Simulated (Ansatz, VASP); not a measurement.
# MoS2 in two plane-wave programs, part 2 of 2

Wanted: the spread between two codes on one cell, functional and k mesh. Of the first pair: The structure shown is the end of the Ansatz relaxation below. Other levels of theory on this material are compared in a session of their own.

VASP 6.6.1 and Ansatz 0.2.0.

So far: Starting point; Ansatz: relaxation, PBE; VASP: single point, PBE, relaxed cell; Differences.

### Step 5. Ansatz: relaxation, r2SCAN

Level of this step: Ansatz beside VASP: Kohn-Sham DFT, plane waves, r2SCAN (Ansatz).

The two programs are compared at the cell with which this relaxation starts, whose forces are those of its first step.

The structure compared here is the start of the Ansatz relaxation; VASP solves that cell, so the two are compared at the walk's first step.

input.yaml

```yaml
crystal:
  lattice:
    - [3.169, 0.0, 0.0]
    - [-1.5845, 2.744434505, 0.0]
    - [0.0, 0.0, 19.130296]
  atoms:
    - { symbol: S, position: [0.666666667, 0.333333333, 0.581815148] }
    - { symbol: Mo, position: [0.333333333, 0.666666667, 0.5] }
    - { symbol: S, position: [0.666666667, 0.333333333, 0.418184852] }
kpoints:
  mp_grid: { grid: [12, 12, 1] }
scf:
  occupations: { method: fermi_dirac, width: 0.02 }
  n_extra_bands: 8
hamiltonian:
  xc: r2scan
  pseudopotentials: { kind: paw }
output:
  forces: true
  write_potential: true
  volumetric_format: []
relax:
  f_tol: 0.01
  max_steps: 40
  cell: { fix: [c, alpha, beta] }
```

Launch:

```bash
ansatz run input.yaml --threads 4 --pin off --max-ram 8192MiB --backend cpu --events-out ev --progress --plain --runs-dir out
```

Numbers of over 12 decimals in the logs are rounded to 6 here.

What it wrote:

```text
[...]
Crystal: 3 atoms, lattice volume = 166.378 Å³
Basis set: ecut = 500 eV, 4215 PW (Γ), exchange–correlation on 96×96×576 points (64 copies of the dense FFT grid, shifted against one another)
Bands: 21, of which v1, the nominal top of the filled ones, is band 13 counted from 1 (12 counted from 0)
Symmetry: 12 space group operations
[...]
--- Relaxed structure (3 steps of the walk, 2 accepted, 1 SCFs on fresh bases) ---
[...]
cell:  # Å, volume = 167.9039 Å³
    - [3.183495, 0.0, 0]
    - [-1.591748, 2.756988, 0]
    - [0, 0, 19.130296]
  atoms:
    - { symbol: S, position: [0.666667, 0.333333, 0.581153] }
    - { symbol: Mo, position: [0.333333, 0.666667, 0.500000] }
    - { symbol: S, position: [0.666667, 0.333333, 0.418847] }
[key lines of the parts left out:]
SCF converged after 9 iterations
Free energy (F): -6782.120807 eV
Fermi energy:    -0.082398 eV
P = ⅓ Tr σ = -0.0028 GPa (-0.028 kbar)
```

### Step 6. VASP: single point, r2SCAN, start cell

The same cell, functional, mesh and smearing now go to VASP, with its own data sets.

INCAR

```
SYSTEM = MoS2
PREC = Accurate
ENCUT = 440
EDIFF = 1E-06
NELM = 120
ISMEAR = -1
SIGMA = 0.02
LREAL = .FALSE.
ALGO = Normal
METAGGA = R2SCAN
LASPH = .TRUE.
NBANDS = 19
LORBIT = 11
LWAVE = .FALSE.
LCHARG = .FALSE.
ISIF = 2
GGA_COMPAT = .FALSE.
EFERMI = MIDGAP
LMIXTAU = .TRUE.
KPAR = 2
```

POSCAR

```
MoS2
1.0
    3.1690000000      0.0000000000      0.0000000000
   -1.5845000000      2.7444350000      0.0000000000
    0.0000000000      0.0000000000     19.1302960000
S Mo
2 1
Direct
    0.6666667274      0.3333334548      0.5818151481
    0.6666667274      0.3333334548      0.4181848519
    0.3333332726      0.6666665452      0.5000000000
```

KPOINTS

```
Automatic mesh
0
Gamma
12 12 1
0 0 0
```

The projector-augmented-wave data sets are S and Mo_sv (PBE family, release 64).

Launch:

```bash
mpirun -np 2 vasp_std
```

What it wrote:

```text
[banner, memory and clock lines left out]
running    2 mpi-ranks, on    1 nodes
[...]
|                                                                             |
|               ----> ADVICE to this user running VASP <----                  |
|                                                                             |
|     You enforced a specific xc type in the INCAR file but a different       |
|     [... a line on the potential file left out ...]
|     I HOPE YOU KNOW WHAT YOU ARE DOING!                                     |
|                                                                             |

 LDA part: xc-table for (None), standard interpolation
 POSCAR, INCAR and KPOINTS ok, starting setup
[...]
entering main loop
       N       E                     dE             d eps       ncg     rms          rms(c)
DAV:   1     0.113348123684E+03    0.11335E+03   -0.13260E+04   970   0.973E+02
DAV:   2    -0.451928046022E+02   -0.15854E+03   -0.15577E+03   977   0.238E+02
DAV:   3    -0.545398501279E+02   -0.93470E+01   -0.92843E+01   960   0.527E+01
DAV:   4    -0.546713835651E+02   -0.13153E+00   -0.13115E+00   947   0.663E+00
[...]
DAV:  77    -0.449966560580E+02    0.10367E-05   -0.37484E-07   585   0.557E-03    0.285E-04
DAV:  78    -0.449966574274E+02   -0.13694E-05   -0.33301E-07   576   0.522E-03    0.438E-04
DAV:  79    -0.449966572665E+02    0.16089E-06   -0.92898E-08   510   0.315E-03
   1 F= -.44996657E+02 E0= -.44996657E+02  d E =-.263494E-21
```

From OUTCAR (step 6):

```text
  Total        0.2746243      0.2746244     -0.5353723      0.0000000      0.0000000      0.0000000
  in kB        2.6445552      2.6445561     -5.1554856      0.0000000      0.0000000      0.0000000
  external PRESSURE =       0.0445419 kB  Pullay stress =       0.0000000 kB

 POSITION                                       TOTAL-FORCE (eV/Angst)
 -----------------------------------------------------------------------------------
      1.58450      0.91481     11.13030        -0.000000     -0.000000     -0.153864
      1.58450      0.91481      8.00000         0.000000     -0.000000      0.153864
      0.00000      1.82962      9.56515        -0.000000      0.000000      0.000000
 -----------------------------------------------------------------------------------
    total drift:                               -0.000000      0.000288      0.000000

  FREE ENERGIE OF THE ION-ELECTRON SYSTEM (eV)
  ---------------------------------------------------
  free  energy   TOTEN  =       -44.9966572665 eV

  energy  without entropy=      -44.9966572665  energy(sigma->0) =      -44.99665727

[... 1 part as in an earlier step ...]

[... 2 further parts left out ...]
[key lines of the parts left out:]
E-fermi :  -1.0839
```

### Step 7. Comparison

What differs besides the data sets and the points named for the pairs above, as far as they apply: VASP keeps PBE cores, Ansatz makes them for the functional; the cutoff is 500 eV in Ansatz and 440 eV in VASP. Total energies have different zeros and are not compared.

Forces (eV/Å; atoms numbered as in POSCAR):

| atom | Ansatz x, y, z | VASP x, y, z |
| --- | --- | --- |
| S1 | 0.000, 0.000, -0.159 | 0.000, 0.000, -0.154 |
| S2 | 0.000, 0.000, 0.159 | 0.000, 0.000, 0.154 |
| Mo3 | 0.000, 0.000, 0.000 | 0.000, 0.000, 0.000 |

The forces differ by 2.3 meV/Å r.m.s., which is 3.2 % of the r.m.s. force of 0.073 eV/Å (both taken over all components). With vacuum in the cell, a pressure given here is an average over mostly empty space and none of the material.

### Step 8. What came out

```yaml
difference_in_gap_on_the_k_mesh_single_point_pbe_relaxed_cell: -0.012 eV
r_m_s_force_difference_single_point_r2scan_start_cell: 2.3 meV/Å
```

The r.m.s. force difference is 2.3 meV/Å (single point, r2SCAN, start cell), within the 12 meV/Å picked in this series as the mark of a large difference. 8 further runs of this series are not shown here. How closely two codes agree says nothing of how well the functional describes the real material.

[Lines on the potential files, build, host, timing and source positions are cut from VASP's logs without a mark.]

[Logs are printed without paths, hosts, clocks, repeated set-up lines and the standing remarks that a program may print on its own settings, such as how far it seeks lower states.]

[Hosts, paths, dates, database ids (printed as entryN), source tags and the programs' standing remarks are cut or masked in the printed files.]
